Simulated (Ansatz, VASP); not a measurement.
# GaAs in VASP and in Ansatz

INCAR

```
SYSTEM = GaAs
  PREC = Accurate
  ENCUT = 520
  EDIFF = 1E-6
  ISMEAR = -1
  SIGMA = 0.05
  LREAL = .FALSE.
  LASPH = .TRUE.
  NELM = 60
  ALGO = Normal
  ISIF = 2
  LWAVE = .FALSE.
  LCHARG = .TRUE.
  GGA = PE
  LELF = .TRUE.
  LVHAR = .TRUE.
  NBANDS = 16
```

File KPOINTS:

```
regular mesh
0
G
  11 11 11
  0 0 0
```

POSCAR

```
GaAs
1.0
    0.0000000000      2.8548404342      2.8548404342
    2.8548404342      0.0000000000      2.8548404342
    2.8548404342      2.8548404342      0.0000000000
Ga As
1 1
Direct
    0.0000000000      0.0000000000      0.0000000000
    0.7500000000      0.7500000000      0.7500000000
```

Input for Ansatz:

```yaml
crystal:
  lattice:
    - [0.0, 2.8548404342, 2.8548404342]
    - [2.8548404342, 0.0, 2.8548404342]
    - [2.8548404342, 2.8548404342, 0.0]
  atoms:
    - { symbol: Ga, position: [0.0, 0.0, 0.0] }
    - { symbol: As, position: [0.75, 0.75, 0.75] }
kpoints:
  mp_grid: { grid: [11, 11, 11] }
scf:
  occupations: { method: fermi_dirac, width: 0.05 }
hamiltonian:
  xc: pbe
  pseudopotentials: { kind: all_electron, lapw: { basis_error: 0.0005 } }
output:
  forces: true
  stress: true
  eigenvalues: true
```

Change from the starting cell: volume scaled by 1.03.

Alike in both runs: task single point; functional PBE; k mesh 11 × 11 × 11; occupations fermi-dirac, width 0.05 eV; no spin polarisation.

|  | VASP | Ansatz |
| --- | --- | --- |
| version | VASP 6.6.1 | Ansatz 0.2.0 |
| potentials or method | VASP PAW PBE potentials, release 64 (Ga_d, As) | all-electron LAPW, scalar-relativistic |
| plane-wave cutoff (eV) | 520 | see its input |

|  | VASP | Ansatz | Ansatz less VASP |
| --- | --- | --- | --- |
| pressure (GPa) | 1.4 | 1.2 | -0.16 |

Ansatz ran all-electron here, so the differences hold the error of VASP's frozen core and of both bases.
